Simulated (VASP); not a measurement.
Calculation: RPA correlation on PBE orbitals, VASP's PBE PAW potentials (set 64) (plane waves; VASP).

VASP ran on this input.

### KPOINTS
```
Automatic mesh
0
Gamma
4 4 4
0 0 0
```

POSCAR:
```
AlSb
3.1103990
  0.0000000000   1.0000000000   1.0000000000
  1.0000000000   0.0000000000   1.0000000000
  1.0000000000   1.0000000000   0.0000000000
Al Sb
1 1
Cart
  0.0000000000   0.0000000000   0.0000000000
  0.5000000000   0.5000000000   0.5000000000
```

### INCAR
```
SYSTEM  =  AlSb
PREC  =  Normal; ENCUT  =  350; LREAL  =  .FALSE.
LASPH  =  .TRUE.; NBANDS  =  934
ALGO  =  ACFDT
ISMEAR  =  0; SIGMA  =  0.01
GGA  =  PE
LWAVE  =  .FALSE.; LCHARG  =  .FALSE.
NOMEGA  =  12; ENCUTGW  =  220
```

POTCAR, in this order: Al_GW Sb_d_GW (PBE.64 set). Program: vasp_std. Read from the step before: WAVECAR, WAVEDER.

Output of the run:

### OSZICAR
```
energies w=
    0.000    0.294    0.000    0.958    0.000    1.876    0.000    3.316
    0.000    5.732    0.000    9.948    0.000   17.508    0.000   31.407
    0.000   57.696    0.000  109.463    0.000  220.471    0.000  538.873
NQ=   1    0.0000    0.0000    0.0000,
 performed       6135000 updates of chi_q(r,r)
NQ=   2    0.2500    0.0000    0.0000,
 performed      12270000 updates of chi_q(r,r)
NQ=   3    0.5000    0.0000    0.0000,
 performed      18405000 updates of chi_q(r,r)
NQ=   4    0.2500    0.2500    0.0000,
 performed      24540000 updates of chi_q(r,r)
NQ=   5    0.5000    0.2500    0.0000,
 performed      30675000 updates of chi_q(r,r)
NQ=   6   -0.2500    0.2500    0.0000,
 performed      36810000 updates of chi_q(r,r)
NQ=   7    0.5000    0.5000    0.0000,
 performed      42945000 updates of chi_q(r,r)
NQ=   8   -0.2500    0.5000    0.2500,
 performed      49080000 updates of chi_q(r,r)
```

**OUTCAR**
```


      cutoff energy     smooth cutoff   RPA   correlation   Hartree contr. to MP2
---------------------------------------------------------------------------------
            220.000           176.000      -21.4109059076      -34.2669231907
            209.524           167.619      -21.2841415721      -34.0990353650
            199.547           159.637      -21.1465652690      -33.9154395518
            190.044           152.035      -20.9966119301      -33.7140526004
            180.995           144.796      -20.8347639160      -33.4955658136
            172.376           137.901      -20.6605559795      -33.2594581894
            164.167           131.334      -20.4728403396      -33.0043234539
            156.350           125.080      -20.2745576367      -32.7342561928
  linear regression
  converged value                          -23.1155399414      -36.5710434710
```
(Selected blocks of OUTCAR.)

The mesh is coarse, so the correlation energy is not converged in k-points.

The compound is AlSb in the zinc blende structure. This cell is one point of a volume scan, at 1.04 of the reference volume. The k-mesh is coarse (spacing up to 0.44 per Å, 2π included), so the numbers may not be converged in it.
